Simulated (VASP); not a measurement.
A run of VASP 6.6.1:

File POSCAR:

```
NiO2
1.0
    2.7762368349      0.0000000000      0.0000000000
   -1.3881184174      2.4042916259      0.0000000000
    0.0000000000      0.0000000000      4.6069963193
Ni O
1 2
Direct
    0.0000000000      0.0000000000      0.5000000000
    0.6666666667      0.3333333333      0.7038965614
    0.3333333333      0.6666666667      0.2961034386
```

File INCAR.step1:

```
SYSTEM = NiO2
ALGO     = Normal         ! electronic algorithm
EDIFF    = 1E-4           ! SCF threshold, eV
ENCUT    = 520            ! plane-wave cutoff, eV
GGA      = PE             ! functional
ISMEAR   = 0              ! smearing method
LASPH    = .True.         ! aspherical terms in the spheres
LCHARG   = .False.        ! write CHGCAR
LREAL    = .False.        ! projectors in reciprocal space
LWAVE    = .True.         ! write WAVECAR
NBANDS   = 18             ! bands
NELM     = 100            ! most SCF steps
PREC     = Accurate       ! precision mode
SIGMA    = 0.02           ! smearing width, eV
```

Contents of INCAR.step2:

```
SYSTEM = NiO2
ALGO     = Normal         ! electronic algorithm
EDIFF    = 1E-6           ! SCF threshold, eV
ENCUT    = 520            ! plane-wave cutoff, eV
ISIF     = 2              ! what is computed and relaxed
ISMEAR   = 0              ! smearing method
ISTART   = 1            
LASPH    = .True.         ! aspherical terms in the spheres
LCHARG   = .False.        ! write CHGCAR
LMIXTAU  = .True.       
LREAL    = .False.        ! projectors in reciprocal space
LWAVE    = .False.        ! write WAVECAR
METAGGA  = R2SCAN         ! meta-GGA
NBANDS   = 18             ! bands
NELM     = 100            ! most SCF steps
PREC     = Accurate       ! precision mode
SIGMA    = 0.02           ! smearing width, eV
```

File KPOINTS:

```
k-points
0
Gamma
  12 12 6
  0 0 0
```

Potentials or basis: VASP PAW PBE potentials, release 64 (Ni, O).

Command:

```sh
$ cat potpaw_PBE.64/Ni/POTCAR potpaw_PBE.64/O/POTCAR > POTCAR
$ cp INCAR.step1 INCAR
$ mpirun -np 1 vasp_std > vasp.out
$ cp INCAR.step2 INCAR
$ mpirun -np 1 vasp_std > vasp.out
```

Hardware: 1 thread of Intel(R) Xeon(R) Platinum 8488C (Sapphire Rapids), on a shared host.

**Question.** How long does it take, and how much memory?

**Answer.** Wall time 2.9 min on 1 thread of Intel(R) Xeon(R) Platinum 8488C (Sapphire Rapids) (shared host), peak memory 0.2 GiB. Counts: scf iterations 11, k points 100.
